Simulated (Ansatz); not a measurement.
Base system: ZnGeP2 in the chalcopyrite structure (space group I-42d, No. 122; a = 5.424 Å, c = 10.710 Å). Axes: x, y, z lie along a, b, c of the conventional cell.

All numbers come from PBEsol in Ansatz (plane waves to 420 eV, PAW, scalar-relativistic without spin-orbit coupling), earlier PAW set.

It is then changed as follows: a pure shear with ε_yz = ε_zy = 0.0096; the atoms relax in the strained cell.

**Question.** Predict the stress tensor and what it implies for the stiffness.

**Answer.** Stress of the strained cell less that of the base (GPa, compression positive):
```
   0.00    0.00    0.00
   0.00    0.02   -1.27
   0.00   -1.27    0.02
```

Then −Δσ/γ with γ = 2ε = 0.0192 gives relaxed-ion elastic constants: C44 ≈ 66 GPa.

Stability against distortions was not tested.

Ansatz is a program for electronic structure.
